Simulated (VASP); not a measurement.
The system is CsSnI3.

```xyz
5
Lattice="6.2057 0.0000 0.0000 0.0000 6.2057 0.0000 0.0000 0.0000 6.2057" Properties=species:S:1:pos:R:3 pbc="T T T"
Cs    0.0000    0.0000    0.0000
I     3.1029    3.1029    0.0000
I     3.1029    0.0000    3.1029
I     0.0000    3.1029    3.1029
Sn    3.1029    3.1029    3.1029
```

```yaml
Program: VASP 6.6.1
Task: relaxation of cell and atoms
Functional: PBE
Potentials_or_basis: VASP PAW PBE potentials, release 64 (Cs_sv_GW, I_GW, Sn_d_GW)
Cutoff: 600 eV
k_mesh: 4 × 4 × 4
Occupations: fermi-dirac, width 0.05 eV
Spin: no spin polarisation
```

At the start: pressure 0.8 GPa; volume 47.80 Å³/atom.

Where does the relaxation end?

Over 3 steps the energy falls by 5.0 meV/atom and the volume is 49.99 Å³/atom (+4.6 %); space group Pm-3m (No. 221, to 0.05 Å).

The path:
```csv
step,energy change (eV),largest force (eV/Å),pressure (GPa),volume (Å³)
1,0.0000,0.0000,0.76,238.99
2,-0.0231,0.0000,0.19,246.92
3,-0.0248,0.0000,-0.01,249.97
```

Final structure:
```cif
data_structure
_symmetry_space_group_name_H-M 'P 1'
_symmetry_Int_Tables_number 1
_cell_length_a 6.2994
_cell_length_b 6.2994
_cell_length_c 6.2994
_cell_angle_alpha 90.000
_cell_angle_beta 90.000
_cell_angle_gamma 90.000
_cell_volume 249.97
loop_
_atom_site_label
_atom_site_type_symbol
_atom_site_fract_x
_atom_site_fract_y
_atom_site_fract_z
_atom_site_occupancy
Cs1 Cs 0.00000 0.00000 0.00000 1
I1 I 0.50000 0.50000 0.00000 1
I2 I 0.50000 0.00000 0.50000 1
I3 I 0.00000 0.50000 0.50000 1
Sn1 Sn 0.50000 0.50000 0.50000 1
```
